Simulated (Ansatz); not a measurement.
# ZrN: the cost of one run

Program: Ansatz 0.2.0. Level of theory: DFT PBE, scalar-relativistic, plane waves, PAW. These are calculated values, not measurements.

6 further runs of the same task are left out: 3 that didn't finish, 3 set aside as unsound or not needed.

### Step 1. Starting point

The structure is cubic, space group Fm-3m (No. 225). Conventional cell: a = 4.595 Å, b = 4.595 Å, c = 4.595 Å, α = 90.00°, β = 90.00°, γ = 90.00°. Around Zr (site symmetry m-3m) lie 6 N at 2.30 Å. Around N (site symmetry m-3m) lie 6 Zr at 2.30 Å.

As a file:

```
Zr N
1.0
     2.29730    2.29730    0.00000
    -2.29730    2.29730    0.00000
     0.00000    0.00000    4.59460
Zr N
2 2
Direct
  0.50000 0.50000 0.00000
  0.00000 0.00000 0.50000
  0.00000 0.00000 0.00000
  0.50000 0.50000 0.50000
```

It goes back to an entry of the Materials Project, which need not be the stable form.

### Step 2. Reference cell for the strains

File input.yaml:

```yaml
crystal:
  lattice:
    - [2.2972989342, 2.2972989342, 0.0]
    - [-2.2972989342, 2.2972989342, 0.0]
    - [0.0, 0.0, 4.5945978684]
  atoms:
    - { symbol: Zr, position: [0.5, 0.5, 0.0] }
    - { symbol: Zr, position: [0.0, 0.0, 0.5] }
    - { symbol: "N", position: [0.0, 0.0, 0.0] }
    - { symbol: "N", position: [0.5, 0.5, 0.5] }
basis:
  ecutwfc: 420
kpoints:
  mp_grid: { grid: [16, 16, 12] }
hamiltonian:
  xc: pbe
scf:
  occupations: { method: gaussian, width: 0.1 }
output:
  forces: true
  stress: true
  eigenvalues: true
```

Started as:

```console
ansatz run input.yaml --threads 1 --pin off --max-ram 2560MiB --backend cpu --events-out ev --progress --plain --runs-dir out
```

Q: Estimate wall time and peak memory on 1 thread of Intel Xeon Platinum 8488C (Sapphire Rapids), shared host.

About 9.2 s, with a peak of 0.57 GiB.
